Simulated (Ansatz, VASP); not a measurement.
## HCl in VASP and in Ansatz

```xyz
24
Lattice="8.4902 0.0000 0.0000 0.0000 8.4902 0.0000 0.0000 0.0000 8.4902" Properties=species:S:1:pos:R:3 pbc="T T T"
Cl    2.4103    3.8239    2.4802
Cl   -0.3806    2.2125    3.8432
Cl    4.9818    1.1623    5.6199
Cl    6.1391    7.1982   -0.2544
Cl    0.2907    5.5299    5.3257
Cl    2.9174    0.1489    3.0974
Cl    0.0797    3.2687    8.4071
Cl    3.5636    4.4343    6.8306
Cl    5.8770    6.7238    3.9113
Cl    9.5078    6.8253    0.8101
Cl    5.3641    1.8271    1.1255
Cl    0.9852    0.4857    6.4447
H     1.7187    3.6959    1.3702
H     0.7224    2.7900    3.3999
H     5.5189    0.0243    5.2328
H     5.8772    8.3798    0.2668
H     0.6459    6.6973    5.7710
H     3.5776    0.6863    4.1154
H     0.4955    2.2054    7.7595
H     4.7941    4.2453    7.1689
H     4.7605    7.0983    3.3532
H     8.2444    7.0033    0.5216
H     4.3221    1.3326    1.7475
H     0.4987    1.1360    5.3885
```

Alike in both runs: functional PBE; dispersion D3(BJ); k mesh 1 × 1 × 1; occupations fermi-dirac, width 0.05 eV; no spin polarisation.

Ansatz relaxed the structure, and its values are those at the end. VASP's run is a single point on that final structure, the one shown.

|  | VASP | Ansatz |
| --- | --- | --- |
| version | VASP 6.6.1 | Ansatz 0.2.0 |
| potentials or method | VASP PAW PBE potentials, release 64 (Cl, H) | scalar-relativistic, plane waves, PAW |
| plane-wave cutoff (eV) | 520 | 420 |
| valence electrons in the cell | 96 | 96 |

VASP gave:

```
rms of the force components (eV/Å) : 0.066
dispersion energy (meV/atom)       : -61.5
```

**Question.** Estimate Ansatz's values.

**Answer.** rms of the force components (eV/Å): 0.012; dispersion energy (meV/atom): -61.5.
